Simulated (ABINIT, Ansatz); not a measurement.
# SiC (Moissanite 3C): a worked LO-TO splitting

Wanted: the LO mode of SiC (Moissanite 3C) from the TO mode and the field response.

Method: DFT LDA, scalar-relativistic, plane waves, PseudoDojo norm-conserving pseudopotentials, in ABINIT 10.8.3.

### Step 1. The relaxed structure

Symmetry: F-43m, No. 216, cubic system. Conventional cell: a = 4.326 Å, b = 4.326 Å, c = 4.326 Å, α = 90.00°, β = 90.00°, γ = 90.00°. Nearest to Si lie 4 C at 1.87 Å. Nearest to C lie 4 Si at 1.87 Å. Farther neighbours are not listed.

Structure file:

```xyz
2
Lattice="0.0000 2.1629 2.1629 2.1629 0.0000 2.1629 2.1629 2.1629 0.0000" Properties=species:S:1:pos:R:3 pbc="T T T"
Si    0.0000    0.0000    0.0000
C     1.0814    1.0814    1.0814
```

This is the cell after its relaxation at this level of theory, not the database cell from which that began.

### Step 2. What the response run gave

A linear-response run on the relaxed cell, with the response to an electric field; only its zone-centre results are used. Cutoff 46 Ha, k mesh 8×8×8 with shifts.

Numbers of over 12 decimals in the logs are rounded to 6 here.

The program printed:

```text
[banners, grids, parts of the stress and lines that vanish by symmetry left out]
- input  file    -> dfpt_gamma.abi
- output file    -> dfpt_gamma.abo
- root for input  files -> dfpt_gammai
[...]
DATASET    1 : space group F-4 3 m (#216); Bravais cF (face-center cubic)
[...]
nfft =       46656          nkpt =        1024
[...]
DATASET    2 : space group F-4 3 m (#216); Bravais cF (face-center cubic)
[...]
nfft =       46656          nkpt =        1024
[...]
== DATASET  1 ==================================================================
[...]
cutoff_energies: {ecut:  46.0, pawecutdg:  -1.0, }
[...]
-  6.00000   4.00000  180309                  znucl, zion, pspdat
[...]
Perturbation : derivative vs k along direction   1
[...]
-ETOT  1  -13.935379448576     -1.394E+01 3.304E-01 0.000E+00
 ETOT  2  -13.980032397518     -4.465E-02 4.079E-03 0.000E+00
 ETOT  3  -13.980340195475     -3.078E-04 3.028E-05 0.000E+00
 ETOT  4  -13.980342987450     -2.792E-06 3.459E-07 0.000E+00
 ETOT  5  -13.980343016240     -2.879E-08 4.223E-09 0.000E+00
[...]
At SCF step   12   max residual=  1.00E-20 < tolwfr=  1.00E-20 =>converged.
[...]
Perturbation : derivative vs k along direction   2
[...]
-ETOT  1  -13.935379448408     -1.394E+01 3.304E-01 0.000E+00
[...]
At SCF step   12   max residual=  1.00E-20 < tolwfr=  1.00E-20 =>converged.
[...]
Perturbation : derivative vs k along direction   3
[...]
-ETOT  1  -13.935379448239     -1.394E+01 3.304E-01 0.000E+00
[...]
At SCF step   12   max residual=  1.00E-20 < tolwfr=  1.00E-20 =>converged.
[...]
1        1       1.9221018068   -0.0000000000
     1        2       0.9610509034    0.0000000000
     1        3       0.9610509034   -0.0000000000
     2        1       0.9610509034    0.0000000000
     2        2       1.9221018068    0.0000000000
     2        3       0.9610509034    0.0000000000
     3        1       0.9610509034   -0.0000000000
     3        2       0.9610509034    0.0000000000
     3        3       1.9221018068   -0.0000000000
[...]
== DATASET  2 ==================================================================
[...]
cutoff_energies: {ecut:  46.0, pawecutdg:  -1.0, }
[...]
Perturbation : displacement of atom   1   along direction   1
[...]
-ETOT  1   6.887896     -4.533E+01 3.132E-01 3.923E+02
[...]
At SCF step    9       vres2   =  8.08E-13 < tolvrs=  1.00E-10 =>converged.
[...]
At SCF step    8       vres2   =  6.13E-12 < tolvrs=  1.00E-10 =>converged.
[...]
-ETOT  1   1.854899     -5.463E+00 7.873E-02 2.792E+03
[...]
ETOT  7   1.321067     -2.650E-10 6.020E-12 8.219E-09
 ETOT  8   1.321067     -3.396E-12 8.883E-14 6.052E-12
 At SCF step    8       vres2   =  6.05E-12 < tolvrs=  1.00E-10 =>converged.
[...]
Dielectric tensor, in cartesian coordinates,
[...]
1    4   1    4         6.8700048080        -0.0000000000
   1    4   2    4         0.0000000000        -0.0000000000
   1    4   3    4         0.0000000000        -0.0000000000
   2    4   1    4         0.0000000000        -0.0000000000
   2    4   2    4         6.8700048080        -0.0000000000
   2    4   3    4         0.0000000000        -0.0000000000
   3    4   1    4         0.0000000000        -0.0000000000
   3    4   2    4         0.0000000000        -0.0000000000
   3    4   3    4         6.8700048080        -0.0000000000
  Effective charges, in cartesian coordinates,
[...]
1    1   1    4         2.7222792377         0.0000000000
   2    1   1    4        -0.0000000000         0.0000000000
   3    1   1    4         0.0000000000         0.0000000000
   1    2   1    4        -2.7223430081         0.0000000000
   2    2   1    4        -0.0000000000         0.0000000000
[...]
Effective charges, in cartesian coordinates,
[...]
Rigid-atom elastic tensor , in cartesian coordinates,
[...]
Rigid-atom proper piezoelectric tensor, in cartesian coordinates,
[...]
2    4   2    6        -0.0158187358         0.0000000000
   2    4   3    6        -0.0000000000         0.0000000000
   3    4   1    5        -0.0000000000         0.0000000000
   3    4   2    5        -0.0000000000         0.0000000000
   3    4   3    5         0.0000000000         0.0000000000
   3    4   1    6         0.0000000000         0.0000000000
   3    4   2    6         0.0000000000         0.0000000000
   3    4   3    6        -0.0158187358         0.0000000000
  Phonon wavevector (reduced coordinates) :  0.00000  0.00000  0.00000
 Phonon energies in Hartree :
[...]
Phonon frequencies in cm-1    :
-  4.387967E-01  4.387968E-01  4.387971E-01  7.979694E+02  7.979694E+02
-  7.979694E+02
  Phonon at Gamma, with non-analyticity in the
[...]
Phonon energies in Hartree :
[...]
Phonon frequencies in cm-1    :
-  4.387967E-01  4.387968E-01  4.388223E-01  7.979694E+02  7.979694E+02
-  9.739357E+02
  Phonon at Gamma, with non-analyticity in the
[...]
Phonon energies in Hartree :
[...]
Phonon frequencies in cm-1    :
-  4.387967E-01  4.387971E-01  4.388220E-01  7.979694E+02  7.979694E+02
-  9.739357E+02
  Phonon at Gamma, with non-analyticity in the
[...]
Phonon energies in Hartree :
[...]
Phonon frequencies in cm-1    :
-  4.387968E-01  4.387971E-01  4.388219E-01  7.979694E+02  7.979694E+02
-  9.739357E+02
[...]
fcart2     0.0000000000E+00  0.0000000000E+00  0.0000000000E+00
           strten2     0.0000000000E+00  0.0000000000E+00  0.0000000000E+00
================================================================================
```

```
                       quantity   value
             cell volume Ω (Å³)  20.236
                 mass of Si (u)  28.085
                  mass of C (u)  12.011
     Born charge of Si, raw (e)   2.722
      Born charge of C, raw (e)  -2.722
                             ε∞   6.870
ω(TO) after the sum rule (cm⁻¹)   798.0
```

### Step 3. The calculation

The charges must sum to zero over the cell; taking off their mean, 0.000 e, leaves Z* = 2.722 e on Si. In the polar mode Si moves against C, so the reduced mass is μ = 28.09 × 12.01 / 40.10 = 8.413 u.

A longitudinal wave builds up a field that adds to the restoring force: ω(LO)² = ω(TO)² + 4π Z*² / (μ Ω ε∞), in Hartree atomic units. With μ = 15336 electron masses and Ω = 136.56 bohr³ the second term is 6.4729e-06 Ha², or 311792 cm⁻² (1 Ha = 219474.6 cm⁻¹).

So ω(LO) = √(636756 + 311792) = 973.9 cm⁻¹, and by the Lyddane-Sachs-Teller relation ε₀ = ε∞ (ω(LO)/ω(TO))² = 10.23.

### Step 4. Check against the program

The analysis program adds the same non-analytic term to the full matrix.

The program printed:

```text
[banners, grids, parts of the stress and lines that vanish by symmetry left out]
-outvars_anaddb: echo values of input variables ----------------------

 Flags :
[...]
Dielectric Tensor and Effective Charges
[...]
Effective charge tensors after
[...]
Phonon wavevector (reduced coordinates) :  0.00000  0.00000  0.00000
 Phonon energies in Hartree :
[...]
Phonon energies in meV     :
-  0.000000E+00  0.000000E+00  0.000000E+00  9.893557E+01  9.893557E+01
-  9.893557E+01
 Phonon frequencies in cm-1    :
-  0.000000E+00  0.000000E+00  0.000000E+00  7.979692E+02  7.979692E+02
-  7.979692E+02
 Phonon frequencies in Thz     :
-  0.000000E+00  0.000000E+00  0.000000E+00  2.392251E+01  2.392251E+01
-  2.392251E+01
 Phonon energies in Kelvin  :
-  0.000000E+00  0.000000E+00  0.000000E+00  1.148100E+03  1.148100E+03
-  1.148100E+03
[...]
-  1  0.00000000E+00  1.07858594E-06  3.69884981E-03
-     0.00000000E+00  0.00000000E+00  0.00000000E+00
-  2  0.00000000E+00  1.07858595E-06  3.69884984E-03
-     0.00000000E+00  0.00000000E+00  0.00000000E+00
[...]
-  1  3.98331749E-07  3.69884979E-03 -1.07858594E-06
-     0.00000000E+00  0.00000000E+00  0.00000000E+00
-  2  3.98331752E-07  3.69884982E-03 -1.07858595E-06
-     0.00000000E+00  0.00000000E+00  0.00000000E+00
[...]
-  1  3.69884994E-03 -3.98331757E-07  0.00000000E+00
-     0.00000000E+00  0.00000000E+00  0.00000000E+00
-  2  3.69884997E-03 -3.98331761E-07  0.00000000E+00
-     0.00000000E+00  0.00000000E+00  0.00000000E+00
[...]
-  1  0.00000000E+00  1.75196609E-07  2.41888500E-03
-     0.00000000E+00  0.00000000E+00  0.00000000E+00
-  2 -1.71821139E-07 -4.09664833E-07 -5.65611474E-03
-     0.00000000E+00  0.00000000E+00  0.00000000E+00
[...]
-  1  4.59915651E-07  2.41888496E-03 -1.75210577E-07
-     0.00000000E+00  0.00000000E+00  0.00000000E+00
-  2 -1.07542760E-06 -5.65611464E-03  4.09697495E-07
-     0.00000000E+00  0.00000000E+00  0.00000000E+00
[...]
-  1  2.41888496E-03 -4.59920972E-07  0.00000000E+00
-     0.00000000E+00  0.00000000E+00  0.00000000E+00
-  2 -5.65611465E-03  1.07544004E-06  1.71743244E-07
-     0.00000000E+00  0.00000000E+00  0.00000000E+00
[...]
-     1         -0.000000    -0.000000    -0.000000     0.000000
-     2         -0.000000    -0.000000     0.000000     0.000000
-     3         -0.000000     0.000000    -0.000000     0.000000
-     4          0.000109     0.000259     3.573465     3.573465
-     5          0.000679     3.573465    -0.000259     3.573465
-     6          3.573465    -0.000679    -0.000109     3.573465
[...]
-   1     Real    0.0000E+00  0.0000E+00  0.0000E+00  0.0000E+00  0.0000E+00  0.0000E+00  0.0000E+00
[...]
-  1  0.00000000E+00  1.08353643E-06  3.69884981E-03
-     0.00000000E+00  0.00000000E+00  0.00000000E+00
-  2  0.00000000E+00  1.08353644E-06  3.69884984E-03
-     0.00000000E+00  0.00000000E+00  0.00000000E+00
[...]
Phonon at Gamma, with non-analyticity in the
[...]
Phonon energies in Hartree :
[...]
Phonon energies in meV     :
-  0.000000E+00  0.000000E+00  0.000000E+00  9.893557E+01  9.893557E+01
-  1.207524E+02
 Phonon frequencies in cm-1    :
-  0.000000E+00  0.000000E+00  0.000000E+00  7.979692E+02  7.979692E+02
-  9.739339E+02
 Phonon frequencies in Thz     :
-  0.000000E+00  0.000000E+00  0.000000E+00  2.392251E+01  2.392251E+01
-  2.919780E+01
 Phonon energies in Kelvin  :
-  0.000000E+00  0.000000E+00  0.000000E+00  1.148100E+03  1.148100E+03
-  1.401274E+03
[...]
Phonon at Gamma, with non-analyticity in the
[...]
Phonon energies in Hartree :
[...]
Phonon energies in meV     :
-  0.000000E+00  0.000000E+00  0.000000E+00  9.893557E+01  9.893557E+01
-  1.207524E+02
 Phonon frequencies in cm-1    :
-  0.000000E+00  0.000000E+00  0.000000E+00  7.979692E+02  7.979692E+02
-  9.739339E+02
 Phonon frequencies in Thz     :
-  0.000000E+00  0.000000E+00  0.000000E+00  2.392251E+01  2.392251E+01
-  2.919780E+01
 Phonon energies in Kelvin  :
-  0.000000E+00  0.000000E+00  0.000000E+00  1.148100E+03  1.148100E+03
-  1.401274E+03
[...]
-  1  0.00000000E+00 -3.69884955E-03  1.75613602E-06
-     0.00000000E+00  0.00000000E+00  0.00000000E+00
-  2  0.00000000E+00 -3.69884957E-03  1.75613940E-06
-     0.00000000E+00  0.00000000E+00  0.00000000E+00
[...]
-  1  3.69884996E-03  0.00000000E+00  0.00000000E+00
-     0.00000000E+00  0.00000000E+00  0.00000000E+00
-  2  3.69884999E-03  0.00000000E+00  0.00000000E+00
-     0.00000000E+00  0.00000000E+00  0.00000000E+00
[...]
-  1  4.58111722E-04  1.43470571E-03 -1.89281744E-03
-     0.00000000E+00  0.00000000E+00  0.00000000E+00
-  2 -1.07120945E-03 -3.35479369E-03  4.42600313E-03
-     0.00000000E+00  0.00000000E+00  0.00000000E+00
[...]
-  1  1.92114639E-03 -1.35730958E-03 -5.63836803E-04
-     0.00000000E+00  0.00000000E+00  0.00000000E+00
-  2 -4.49224514E-03  3.17381716E-03  1.31842797E-03
-     0.00000000E+00  0.00000000E+00  0.00000000E+00
[...]
Direction                     Dielectric constant
[...]
Elastic Tensor (clamped ion) (unit:10^2GP):
[...]
Elastic Tensor (relaxed ion) (unit:10^2GP):
[...]
Calculation of the tensor related to piezoelectric effetc
[...]
Proper piezoelectric constants (clamped ion) (unit:c/m^2)
[...]
Proper piezoelectric constants (relaxed ion) (unit:c/m^2)
[...]
0.00000000      0.04229277     -0.00000000
     -0.00000000     -0.00000000      0.04229277
-
```

| quantity | by hand | program |
| --- | --- | --- |
| ω(LO) (cm⁻¹) | 973.9 | 973.9 |
| ε₀ | 10.23 | 10.23 |

### Step 5. Outcome

```json
{"TO mode": "798.0 cm⁻¹", "LO mode": "973.9 cm⁻¹", "static dielectric constant": "10.23"}
```

In words: The LO mode of SiC (Moissanite 3C) lies at 974 cm⁻¹, 176 cm⁻¹ above the TO mode; the formula meets the program within 0.1 cm⁻¹, as it must for a cubic crystal with one polar mode. ω(LO)² − ω(TO)² goes with Z*²/ε∞: an error of 5 % in ε∞ would move the LO mode by 7.7 cm⁻¹, and semilocal functionals tend to overestimate ε∞. These are harmonic values at zero temperature, at the volume of this functional, for the structure held cubic; stability elsewhere in the zone is no part of this calculation.

[Host names and launcher messages were left out of these logs when they were recorded.]

[Logs are printed without paths, hosts, clocks, repeated set-up lines and the standing remarks that a program may print on its own settings, such as how far it seeks lower states.]

[Hosts, paths, dates, database ids (printed as entryN), source tags and the programs' standing remarks are cut or masked in the printed files.]
